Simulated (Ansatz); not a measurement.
TlCl (started from an entry of an open crystallographic database), relaxed with r2SCAN+rVV10, was run in the PAW code Ansatz under altered settings. All numbers are computed, without spin polarisation but where a row says otherwise.

```xyz
2
Lattice="3.7936 0.0000 0.0000 0.0000 3.7936 0.0000 0.0000 0.0000 3.7936" Properties=species:S:1:pos:R:3 pbc="T T T"
Tl    0.0000    0.0000    0.0000
Cl    1.8968    1.8968    1.8968
```

The base run's other keys:
```yaml
kpoints:
  mp_grid: { grid: [4, 4, 4] }
hamiltonian:
  xc: hse06
scf:
  occupations: { method: fixed }
  n_extra_bands: 4
```

It takes 11 iterations with 1045 plane waves at 420 eV and 10 k points, and leaves a mean stress of +2.00 GPa. The gap over this mesh is 2.736 eV. It ran on 4 threads of Intel(R) Xeon(R) Processor @ 2.50GHz (Skylake/Cascade Lake), on a shared host.

Outcomes, with energy and stress as changes against the base:
```
                                     setting        outcome  ΔF (meV/atom)  Δ mean stress (GPa)  gap on the mesh (eV)  iterations  wall time
PBE hybrid, exx coeff 0.05, omega 0.2078 1/Å      converged              –                 +0.3                 2.133           9       44 s
                       hamiltonian.xc: wpbeh      converged              –                 -0.3                 2.649          11       45 s
    PBE hybrid, exx coeff 0.2, omega 0.3 1/Å      converged              –                 +0.1                 2.441          10       45 s
   PBE hybrid, exx coeff 0.75, omega 0.5 1/Å      converged              –                 -0.5                 2.987          16       55 s
          scf.occupations: fermi_dirac 0.001      converged            0.0                  0.0                 2.736          11       46 s
                           basis.ecutwfc: 40  not converged              –                    –                     –          28       11 s
```
A dash marks a value that wasn't obtained or can't be compared. Stress is positive in compression. The base took 47 s.

- PBE hybrid, exx coeff 0.05, omega 0.2078 1/Å. That is 5 % exact exchange, screened with ω = 0.2078 1/Å, against HSE06's 25 % screened at 0.208 1/Å. The mean stress moves by +0.3 GPa and the gap on the mesh by -0.603 eV (to 2.133). Totals of different functionals aren't comparable.
- hamiltonian.xc: wpbeh. The mean stress moves by -0.3 GPa and the gap on the mesh by -0.087 eV (to 2.649). It's another functional on the same cell, so totals aren't comparable.
- PBE hybrid, exx coeff 0.2, omega 0.3 1/Å. That is 20 % exact exchange, screened with ω = 0.3 1/Å, against HSE06's 25 % screened at 0.208 1/Å. The mean stress moves by +0.1 GPa and the gap on the mesh by -0.294 eV (to 2.441). Totals of different functionals aren't comparable.
- PBE hybrid, exx coeff 0.75, omega 0.5 1/Å. That is 75 % exact exchange, screened with ω = 0.5 1/Å, against HSE06's 25 % screened at 0.208 1/Å. The mean stress moves by -0.5 GPa and the gap on the mesh by +0.251 eV (to 2.987). Totals of different functionals aren't comparable.
- basis.ecutwfc: 40. The iterations end on a state that fails one of the program's checks, so there is no result. Error: refused after 4 iterations: little_group_invariance = 2.00e0 (threshold 2.00e-3); the state that met every other criterion of the hybrid outer loop has lost the crystal's symmetry and is not regaining it fast enough for `scf.exx.max_outer_iter` (outer cycles, not inner-SCF steps) […]

Within 1 meV an atom, 0.1 GPa and 0.005 eV of the base stay: scf.occupations: fermi_dirac 0.001.

Spin-orbit coupling is left out; in compounds of Pb, Bi, Tl or Hg it can lower a gap by up to about 1 eV, split its edges or invert the bands.

The program warns that its thresholds are loose for a hybrid's stress.

The meshes of the hybrids are coarse, so their gaps aren't converged to the digits shown.
